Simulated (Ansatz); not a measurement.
# Se (reference phase): the cost of one run

Program: Ansatz 0.2.0. Level of theory: DFT LDA, with the methods named in each step. These are calculated values, not measurements.

**1. The starting structure**

The structure is trigonal, space group P3_121 (No. 152). The conventional cell has a = 4.366 Å, b = 4.366 Å, c = 4.954 Å, α = 90.00°, β = 90.00°, γ = 120.00°. Se (site symmetry 2) has 2 Se at 2.37 Å as nearest neighbours.

Structure file:

```cif
data_structure
_symmetry_space_group_name_H-M 'P3_121'
_symmetry_Int_Tables_number 152
_cell_length_a 4.3662
_cell_length_b 4.3662
_cell_length_c 4.9536
_cell_angle_alpha 90.000
_cell_angle_beta 90.000
_cell_angle_gamma 120.000
_cell_volume 81.78
loop_
_atom_site_label
_atom_site_type_symbol
_atom_site_symmetry_multiplicity
_atom_site_Wyckoff_symbol
_atom_site_fract_x
_atom_site_fract_y
_atom_site_fract_z
_atom_site_occupancy
Se1 Se 3 a 0.22540 0.00000 0.33333 1
```

The file gives the conventional cell by its symmetry; the runs use the cell typed in the input.

Atoms are numbered in the order of the input: Se1, Se2, Se3.

**2. Relaxed, PAW**

input.yaml reads:

```yaml
crystal:
  lattice:
    - [4.3662, 0.0, 0.0]
    - [-2.1831, 3.781240118, 0.0]
    - [0.0, 0.0, 4.9536]
  atoms:
    - { symbol: Se, position: [0.2254, 0.0, 0.3333333333] }
    - { symbol: Se, position: [0.0, 0.2254, 0.6666666667] }
    - { symbol: Se, position: [0.7746, 0.7746, 0.0] }
kpoints:
  mp_grid: { grid: [9, 9, 7] }
scf:
  occupations: { method: fermi_dirac, width: 0.05 }
hamiltonian:
  xc: lda
  pseudopotentials: { kind: paw }
output:
  forces: true
  stress: true
relax:
  f_tol: 0.003
  max_steps: 80
  cell: {}
```

Started as:

```console
$ ansatz run input.yaml --threads 1 --pin off --max-ram 3072MiB --backend cpu --events-out ev --progress --plain --runs-dir out
```

What time and memory should one allow on 1 thread of Arm Neoverse V1, shared host?

About 94 s, with a peak of 0.38 GiB.
